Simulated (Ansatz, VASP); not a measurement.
Hf: VASP beside Ansatz

```
Hf
1.0
     2.89429    0.00000    0.00000
    -1.44714    2.50653    0.00000
     0.00000    0.00000    2.88072
Hf
1
Direct
  0.00000 0.00000 0.00000
```

Alike in both runs: functional PBE; k mesh 15 × 15 × 14; occupations fermi-dirac, width 0.08 eV; no spin polarisation.

Ansatz relaxed the structure, and its values are those at the end. VASP's run is a single point on that final structure, the one shown.

```csv
,VASP,Ansatz
version,VASP 6.6.1,Ansatz 0.2.0
potentials or method,"VASP PAW PBE potentials, release 64 (Hf_pv)","PAW with Ansatz's default frozen-core files, scalar-relativistic"
plane-wave cutoff (eV),520,420
valence electrons in the cell,10,26
```

Ansatz gave:

| Quantity | Value |
| --- | --- |
| pressure (GPa) | 12.0 |

Q: Estimate VASP's values.

A: Pressure (GPa): 11.5.

The two sets of potentials don't hold the same shells in valence.

The runs have no spin-orbit coupling, so splittings on Hf are missing.
